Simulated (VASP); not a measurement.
# W: relaxed cell and band gap, by functional

W, Im-3m (no. 229), 1 atom in the cell.

| Functional | Volume (Å³/atom) | Change from the starting volume (fraction) | Gap, path and mesh (eV) | Time (s) |
|---|---|---|---|---|
| gradient term of PBE correlation (AGGAC) = 0.0 | 16.91 | 0.067 | 0.00 | 100 |
| gradient term of PBE correlation (AGGAC) = 0.5 | 16.54 | 0.043 | 0.00 | 56 |
| gradient term of PBE correlation (AGGAC) = 1.0 | 16.18 | 0.021 | 0.00 | 53 |

## Input of the first row

INCAR.step1:
```
SYSTEM = W
AGGAC    = 0.0          
ALGO     = Normal         ! electronic algorithm
EDIFF    = 1E-7           ! SCF threshold, eV
EDIFFG   = -0.005         ! ionic threshold
ENCUT    = 600            ! plane-wave cutoff, eV
GGA      = PE             ! functional
GGA_COMPAT= .FALSE.      
IBRION   = 2              ! ionic algorithm
ISIF     = 3              ! what is computed and relaxed
ISMEAR   = 1              ! smearing method
LASPH    = .TRUE.         ! aspherical terms in the spheres
LCHARG   = .FALSE.        ! write CHGCAR
LREAL    = .FALSE.        ! projectors in reciprocal space
LWAVE    = .FALSE.        ! write WAVECAR
NELM     = 150            ! most SCF steps
NSW      = 60             ! ionic steps
PREC     = Accurate       ! precision mode
SIGMA    = 0.1            ! smearing width, eV
```

INCAR.step2, as INCAR.step1 but for:
```
- NSW = 60
+ NSW = 40
```

INCAR.step3, as INCAR.step2 but for:
```
- EDIFFG = -0.005
- IBRION = 2
- ISIF = 3
- NSW = 40
+ ISIF = 2
+ NBANDS = 13
```

KPOINTS:
```
k-points
0
Gamma
  12 12 12
```

KPOINTS_OPT:
```
path GHNGPH,PN
8
line-mode
reciprocal
 0.0000000000  0.0000000000  0.0000000000  G
 0.5000000000 -0.5000000000  0.5000000000  H

 0.5000000000 -0.5000000000  0.5000000000  H
 0.0000000000  0.0000000000  0.5000000000  N

 0.0000000000  0.0000000000  0.5000000000  N
 0.0000000000  0.0000000000  0.0000000000  G

 0.0000000000  0.0000000000  0.0000000000  G
 0.2500000000  0.2500000000  0.2500000000  P

 0.2500000000  0.2500000000  0.2500000000  P
 0.5000000000 -0.5000000000  0.5000000000  H

 0.2500000000  0.2500000000  0.2500000000  P
 0.0000000000  0.0000000000  0.5000000000  N
```

POSCAR.step1:
```
W
1.0
   -1.5823450000      1.5823450000      1.5823450000
    1.5823450000     -1.5823450000      1.5823450000
    1.5823450000      1.5823450000     -1.5823450000
W
1
Direct
    0.0000000000      0.0000000000      0.0000000000
```

Commands (each step's output is kept before the next begins):
```
cat potpaw_PBE.64/W_sv/POTCAR > POTCAR
cp INCAR.step1 INCAR
cp POSCAR.step1 POSCAR
mpirun -np 1 vasp_std > vasp.out
cp CONTCAR POSCAR
rm WAVECAR CHG
cp INCAR.step2 INCAR
mpirun -np 1 vasp_std > vasp.out
cp CONTCAR POSCAR
rm WAVECAR CHG
cp INCAR.step3 INCAR
mpirun -np 1 vasp_std > vasp.out
```

Changes of the last row against the first:
```
(all steps)
- AGGAC = 0.0
+ AGGAC = 1.0
```

VASP 6.6.1 took 100 s on 1 core (Intel Xeon Platinum 8259CL @ 2.50GHz (Skylake/Cascade Lake)), a shared host.
